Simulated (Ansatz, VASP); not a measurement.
# One calculation of VSi2, two programs

```
V Si
1.0
     4.53480    0.00000    0.00000
    -2.26740    3.92725    0.00000
     0.00000    0.00000    6.31890
V Si
3 6
Direct
  0.00000 0.50000 0.16667
  0.50000 0.50000 0.83333
  0.50000 0.00000 0.50000
  0.83751 0.67501 0.50000
  0.16249 0.83751 0.83333
  0.67501 0.83751 0.16667
  0.16249 0.32499 0.50000
  0.83751 0.16249 0.83333
  0.32499 0.16249 0.16667
```

The cell comes from a database or a generator and needn't be the stable form of this composition.

Alike in both runs: task single point; functional PBE; dispersion D3(BJ); k mesh 6 × 6 × 4; occupations gaussian, width 0.1 eV; no spin polarisation.

|  | VASP | Ansatz |
| --- | --- | --- |
| version | VASP 6.6.1 | Ansatz 0.2.0 |
| potentials or method | VASP PAW PBE potentials, release 64 (V_sv, Si) | scalar-relativistic, plane waves, PAW |
| plane-wave cutoff (eV) | 520 | 420 |
| valence electrons in the cell | 63 | 63 |

```csv
,VASP,Ansatz,Ansatz less VASP
gap on the k mesh at the Fermi level (eV),none,none,-
pressure (GPa),-3.7,-3.6,+0.04
largest component of the traceless stress (GPa),0.88,0.87,-0.005
rms of the force components (eV/Å),0.039,0.040,+0.0008
```

Atom by atom the forces differ by 0.001 eV/Å (rms over components). A gap of «none» marks a metal or a gap that the smearing closes.

Caveats: pairwise dispersion overbinds metals, which lowers pressure and volume.
